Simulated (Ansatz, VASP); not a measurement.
**Two plane-wave programs on GaN**

```
CELL_PARAMETERS angstrom
0.01335 2.13524 2.13524
2.14858 0.00000 2.14858
2.13524 2.13524 0.01335
ATOMIC_POSITIONS crystal
Ga 0.00000 0.00000 0.00000
N 0.50000 0.50000 0.50000
```

Change from the starting cell: strain +0.0125 x Voigt [0, 0, 0, 0, 1, 0], atoms carried along.

Alike in both runs: task single point; functional LDA; k mesh 14 × 14 × 14; occupations gaussian, width 0.03 eV; no spin polarisation.

```csv
,VASP,Ansatz
version,VASP 6.6.1,Ansatz 0.2.0
potentials or method,"VASP PAW LDA potentials, release 64 (Ga_d, N)","scalar-relativistic, plane waves, PAW"
plane-wave cutoff (eV),520,420
valence electrons in the cell,18,18
```

|  | VASP | Ansatz | Ansatz less VASP |
| --- | --- | --- | --- |
| gap on the k mesh at the Fermi level (eV) | 0.16 | 0.14 | -0.020 |
| least direct gap on the mesh (eV) | 2.36 | 2.34 | -0.028 |
| pressure (GPa) | -12.6 | -13.7 | -1.05 |
| largest component of the traceless stress (GPa) | 2.61 | 2.61 | 0.000 |

A k mesh can miss the band edges.
